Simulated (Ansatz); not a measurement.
## SnS2 from a semilocal functional to hybrids

```yaml
crystal:
  lattice:
    - [3.62360, 0.00000, 0.00000]
    - [-1.81180, 3.13813, 0.00000]
    - [0.00000, 0.00000, 5.41755]
  atoms:
    - { symbol: Sn, position: [0.00000, 0.00000, 0.00000] }
    - { symbol: S, position: [0.33333, 0.66667, 0.27200] }
    - { symbol: S, position: [0.66667, 0.33333, 0.72800] }
```

All runs: Ansatz, plane waves and PAW, scalar-relativistic (no spin–orbit coupling), 4×4×2 k-mesh, Gaussian smearing of 0.05 eV, no spin polarisation. Semilocal reference PBE: gap 1.28 eV, pressure 7.3 GPa. The hybrids carry no U.

**Question.** What gap and pressure does r2SCAN0 give at this geometry?

**Answer.** Gap 2.97 eV, pressure 2.6 GPa.

**Question.** And the other functionals?

**Answer.** 
```
                                                       functional      gap  pressure (GPa)  cutoff (eV)  core-seconds
         PBE0-type hybrid with an exact-exchange fraction of 0.05  1.57 eV             6.5          420            15
          PBE0-type hybrid with an exact-exchange fraction of 0.1  1.86 eV             5.7          420            16
   PBE0-type hybrid with an exact-exchange fraction taken as 1/ε∞  1.87 eV             5.7          420           250
         PBE0-type hybrid with an exact-exchange fraction of 0.15  2.16 eV             5.0          420            16
r2SCAN0-type hybrid with an exact-exchange fraction taken as 1/ε∞  2.19 eV             3.9          500           530
         HSE06-type hybrid with an exact-exchange fraction of 0.4  2.62 eV             1.7          420            19
                                                          r2SCAN0  2.97 eV             2.6          500            26
```

In the PBE0 form the gap grows almost linearly with the exact-exchange fraction, by 0.59 eV for each tenth. The dielectric-dependent PBE0 form takes the fraction 0.102 = 1/ε∞, that is ε∞ = 9.8. On shared hosts the hybrid runs at the reference's cutoff took roughly 12 to 190 times the core time of the semilocal one on the same mesh, with some more bands. Measured gap: 2.07 eV (a printed reference work (data compilation)).

Caveats: core times come from shared hosts and scatter; gaps are read on a coarse mesh; stress loosely converged.
